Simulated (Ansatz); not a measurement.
# Pt: the cost of one run

Method: DFT PBE, scalar-relativistic, plane waves, PAW, in Ansatz 0.2.0.

The COD entry's cell or inner coordinates are ideal or old and differ from later refinements, so a difference from it is no clean test against experiment.

27 further runs of the same task are left out: 27 set aside as unsound or not needed.

### Step 1. The starting structure

Symmetry: Fm-3m, No. 225, cubic system. The conventional cell has a = 3.916 Å, b = 3.916 Å, c = 3.916 Å, α = 90.00°, β = 90.00°, γ = 90.00°. Pt (site symmetry m-3m) has 12 Pt at 2.77 Å as nearest neighbours.

As a file:

```xyz
1
Lattice="0.0000 1.9579 1.9579 1.9579 0.0000 1.9579 1.9579 1.9579 0.0000" Properties=species:S:1:pos:R:3 pbc="T T T"
Pt    0.0000    0.0000    0.0000
```

Source of the structure: the Crystallography Open Database.

### Step 6. The grid

The energy is mapped over volume and the cell's shape.

First coordinate, volume per atom: 7 values from 13.77 to 17.52 Å³. Second coordinate, c/a of the conventional cell: 9 values from 0.629 to 1.167.

Nothing else is relaxed (symmetry fixes all fractional coordinates). Energies count from the relaxed crystal. Points are written as (first, second).

(The set-up runs are not shown.)

### Step 7. Grid point (15.02 Å³, 0.629)

Input file input.yaml:

```yaml
crystal:
  lattice:
    - [0.0, 2.2851349359, 1.4378069017]
    - [2.2851349359, 0.0, 1.4378069017]
    - [2.2851349359, 2.2851349359, 0.0]
  atoms:
    - { symbol: Pt, position: [0.0, 0.0, 0.0] }
basis:
  ecutwfc: 420
kpoints:
  mp_grid: { grid: [22, 22, 22] }
hamiltonian:
  xc: pbe
  pseudopotentials: { kind: paw, azcp: { folder: soft_1 } }
scf:
  occupations: { method: gaussian, width: 0.15 }
output:
  forces: true
  stress: true
  eigenvalues: true
```

Launch:

```bash
> ansatz run input.yaml --threads 1 --pin off --max-ram 2048MiB --backend cpu --events-out ev --progress --plain --runs-dir out
```

Q: Estimate wall time and peak memory on 1 thread of Arm Neoverse N1, shared host.

About 17 s, with a peak of 0.41 GiB.
